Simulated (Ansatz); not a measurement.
Born–Oppenheimer molecular dynamics of a periodic cell of 16 atoms, C (start crystal C, start structure diamond, volume 1 times the crystal's). It goes on from the last frame of an earlier run, with new velocities.

The calculation used DFT PBE-D3(BJ), scalar-relativistic, plane waves, PAW in Ansatz. Settings: accuracy low, cutoff 420 eV, k mesh 4x4x4, fermi-dirac smearing 0.24 eV, no spin polarisation.

| Property | Result |
| --- | --- |
| ensemble | NVT, Langevin thermostat |
| time step | 1.5 fs |
| steps asked | 220 |
| set temperature | 2240 K |
| friction | 0.02 /fs |
| temperature schedule | 165 steps to 300 K, then 55 steps to 300 K |
| seed | 35393 |

Frames 7.5 fs apart, positions in Å.

Velocities at 0.0 fs (Å/ps):

```
C 8.73 4.53 -8.72
C -2.51 -9.11 -5.03
C 9.88 -8.78 -10.99
C -6.98 -30.01 -8.38
C -9.44 0.77 -13.35
C -0.19 -1.69 20.31
C -17.16 0.14 8.47
C -6.19 -5.02 7.50
C -9.80 -6.14 -7.97
C 10.10 -3.75 -20.86
C 8.06 10.52 4.06
C -17.57 9.28 -19.10
C 10.16 27.63 27.58
C 14.75 4.60 12.41
C 0.22 2.15 -5.13
C 7.94 4.86 19.19
```

```xyz
16
Lattice="0.0000 3.5700 3.5700 3.5700 0.0000 3.5700 3.5700 3.5700 0.0000" Properties=species:S:1:pos:R:3 time_fs=0.0 energy_less_start_eV=0.000 T=2100
C 0.032 -0.416 0.554
C 0.918 0.488 1.317
C 1.787 1.414 0.408
C 2.669 2.222 1.241
C 1.631 -0.379 2.209
C 2.588 0.428 3.231
C 3.581 1.394 2.180
C 4.379 2.263 3.240
C -0.208 1.625 2.093
C 0.809 2.333 2.931
C 1.609 3.157 2.146
C 2.607 4.167 2.968
C 1.624 1.405 3.900
C 2.687 2.253 4.722
C 3.402 3.318 3.881
C 4.320 4.102 4.883
16
Lattice="0.0000 3.5700 3.5700 3.5700 0.0000 3.5700 3.5700 3.5700 0.0000" Properties=species:S:1:pos:R:3 time_fs=7.5 energy_less_start_eV=-0.923 T=2435
C 0.031 -0.421 0.402
C 0.859 0.474 1.265
C 1.805 1.310 0.326
C 2.653 2.138 1.242
C 1.637 -0.379 2.176
C 2.608 0.454 3.265
C 3.404 1.382 2.263
C 4.288 2.282 3.154
C -0.111 1.482 2.114
C 0.845 2.329 2.900
C 1.725 3.295 2.110
C 2.444 4.199 2.874
C 1.753 1.565 4.023
C 2.597 2.384 4.763
C 3.480 3.305 3.927
C 4.363 4.120 4.947
16
Lattice="0.0000 3.5700 3.5700 3.5700 0.0000 3.5700 3.5700 3.5700 0.0000" Properties=species:S:1:pos:R:3 time_fs=15.0 energy_less_start_eV=0.011 T=2012
C -0.098 -0.466 0.260
C 0.772 0.503 1.181
C 1.583 1.313 0.333
C 2.639 2.294 1.256
C 1.668 -0.364 2.268
C 2.541 0.542 3.125
C 3.364 1.363 2.276
C 4.277 2.416 2.927
C 0.071 1.371 2.130
C 0.920 2.289 3.041
C 1.774 3.244 2.033
C 2.511 4.210 2.908
C 1.759 1.568 4.007
C 2.506 2.577 4.886
C 3.591 3.256 4.029
C 4.367 4.181 4.855
16
Lattice="0.0000 3.5700 3.5700 3.5700 0.0000 3.5700 3.5700 3.5700 0.0000" Properties=species:S:1:pos:R:3 time_fs=22.5 energy_less_start_eV=-2.609 T=2805
C -0.150 -0.430 0.317
C 0.689 0.461 1.170
C 1.516 1.502 0.266
C 2.520 2.337 1.188
C 1.660 -0.220 2.184
C 2.458 0.602 3.045
C 3.477 1.507 2.160
C 4.249 2.437 2.987
C 0.057 1.445 2.180
C 0.917 2.308 3.025
C 1.781 3.199 2.114
C 2.668 4.153 3.047
C 1.692 1.507 3.985
C 2.628 2.498 4.906
C 3.501 3.269 4.020
C 4.394 4.191 4.809
16
Lattice="0.0000 3.5700 3.5700 3.5700 0.0000 3.5700 3.5700 3.5700 0.0000" Properties=species:S:1:pos:R:3 time_fs=30.0 energy_less_start_eV=-0.091 T=1419
C -0.149 -0.312 0.373
C 0.718 0.548 1.223
C 1.688 1.588 0.205
C 2.418 2.344 1.184
C 1.674 -0.133 2.034
C 2.515 0.669 3.062
C 3.521 1.596 2.049
C 4.265 2.397 3.141
C -0.136 1.529 2.226
C 0.833 2.435 2.998
C 1.735 3.261 2.209
C 2.664 4.171 3.176
C 1.673 1.453 3.942
C 2.736 2.275 4.905
C 3.435 3.339 3.977
C 4.414 4.167 4.883
16
Lattice="0.0000 3.5700 3.5700 3.5700 0.0000 3.5700 3.5700 3.5700 0.0000" Properties=species:S:1:pos:R:3 time_fs=37.5 energy_less_start_eV=-3.851 T=2606
C -0.069 -0.214 0.398
C 0.788 0.674 1.309
C 1.737 1.531 0.327
C 2.605 2.425 1.315
C 1.777 -0.279 2.059
C 2.663 0.654 3.051
C 3.439 1.572 2.132
C 4.367 2.430 3.085
C -0.162 1.474 2.252
C 0.726 2.451 3.073
C 1.623 3.326 2.236
C 2.526 4.251 3.097
C 1.727 1.465 3.939
C 2.555 2.353 4.787
C 3.507 3.281 4.013
C 4.372 4.160 4.916
16
Lattice="0.0000 3.5700 3.5700 3.5700 0.0000 3.5700 3.5700 3.5700 0.0000" Properties=species:S:1:pos:R:3 time_fs=45.0 energy_less_start_eV=-0.811 T=1101
C -0.008 -0.176 0.463
C 0.945 0.729 1.351
C 1.635 1.554 0.501
C 2.680 2.525 1.350
C 1.799 -0.378 2.163
C 2.661 0.602 3.057
C 3.477 1.530 2.302
C 4.513 2.432 2.955
C -0.134 1.439 2.176
C 0.725 2.426 3.137
C 1.589 3.267 2.183
C 2.472 4.203 3.012
C 1.679 1.537 3.957
C 2.448 2.503 4.712
C 3.499 3.281 3.982
C 4.291 4.194 4.894
16
Lattice="0.0000 3.5700 3.5700 3.5700 0.0000 3.5700 3.5700 3.5700 0.0000" Properties=species:S:1:pos:R:3 time_fs=52.5 energy_less_start_eV=-2.518 T=2102
C -0.002 -0.216 0.558
C 0.910 0.622 1.385
C 1.718 1.609 0.504
C 2.597 2.513 1.366
C 1.750 -0.241 2.216
C 2.615 0.578 3.158
C 3.584 1.528 2.259
C 4.483 2.369 3.151
C -0.048 1.508 2.109
C 0.779 2.338 3.095
C 1.605 3.277 2.161
C 2.562 4.128 3.046
C 1.641 1.553 3.979
C 2.632 2.492 4.747
C 3.407 3.404 3.856
C 4.279 4.319 4.881
16
Lattice="0.0000 3.5700 3.5700 3.5700 0.0000 3.5700 3.5700 3.5700 0.0000" Properties=species:S:1:pos:R:3 time_fs=60.0 energy_less_start_eV=-2.517 T=1887
C -0.107 -0.307 0.533
C 0.830 0.572 1.383
C 1.852 1.562 0.474
C 2.614 2.426 1.385
C 1.778 -0.153 2.289
C 2.607 0.616 3.253
C 3.514 1.547 2.213
C 4.384 2.404 3.266
C 0.015 1.545 2.153
C 0.836 2.319 3.030
C 1.689 3.396 2.199
C 2.615 4.218 2.999
C 1.757 1.535 4.000
C 2.752 2.423 4.869
C 3.472 3.392 3.924
C 4.394 4.296 4.827
16
Lattice="0.0000 3.5700 3.5700 3.5700 0.0000 3.5700 3.5700 3.5700 0.0000" Properties=species:S:1:pos:R:3 time_fs=67.5 energy_less_start_eV=-2.325 T=1659
C -0.150 -0.353 0.449
C 0.819 0.603 1.309
C 1.825 1.461 0.413
C 2.643 2.334 1.399
C 1.779 -0.241 2.344
C 2.654 0.660 3.174
C 3.443 1.595 2.313
C 4.367 2.439 3.095
C 0.018 1.532 2.198
C 0.887 2.482 3.075
C 1.729 3.426 2.232
C 2.682 4.396 3.059
C 1.827 1.570 3.976
C 2.693 2.481 4.997
C 3.601 3.293 4.147
C 4.449 4.228 4.859
16
Lattice="0.0000 3.5700 3.5700 3.5700 0.0000 3.5700 3.5700 3.5700 0.0000" Properties=species:S:1:pos:R:3 time_fs=75.0 energy_less_start_eV=-2.757 T=1399
C -0.052 -0.271 0.400
C 0.889 0.653 1.288
C 1.680 1.475 0.448
C 2.573 2.386 1.319
C 1.731 -0.303 2.254
C 2.666 0.702 3.122
C 3.533 1.538 2.294
C 4.507 2.451 3.094
C -0.002 1.581 2.214
C 0.941 2.561 3.179
C 1.792 3.346 2.232
C 2.734 4.298 3.162
C 1.806 1.653 4.000
C 2.554 2.465 4.998
C 3.644 3.295 4.191
C 4.511 4.241 4.939
16
Lattice="0.0000 3.5700 3.5700 3.5700 0.0000 3.5700 3.5700 3.5700 0.0000" Properties=species:S:1:pos:R:3 time_fs=82.5 energy_less_start_eV=-2.892 T=1260
C -0.001 -0.188 0.419
C 0.861 0.673 1.394
C 1.722 1.575 0.479
C 2.608 2.460 1.241
C 1.731 -0.177 2.209
C 2.642 0.694 3.113
C 3.559 1.539 2.145
C 4.442 2.406 3.268
C 0.031 1.600 2.268
C 0.920 2.509 3.163
C 1.879 3.309 2.257
C 2.828 4.055 3.179
C 1.798 1.657 4.107
C 2.650 2.394 4.962
C 3.636 3.347 4.066
C 4.513 4.265 4.948
```

Of the whole run (330 fs, mean temperature of the second half 672 K): The schedule's set-point averaged 463 K over the second half and the system 672 K, so it lags behind the ramp. A run of 0.33 ps of so small a system gives no equilibrium averages. Limits of this set-up: low accuracy level.

Time of the run: 11 min on 1 thread of AMD EPYC 9R45 (Zen 5), on a shared host, peak memory 0.52 GiB.
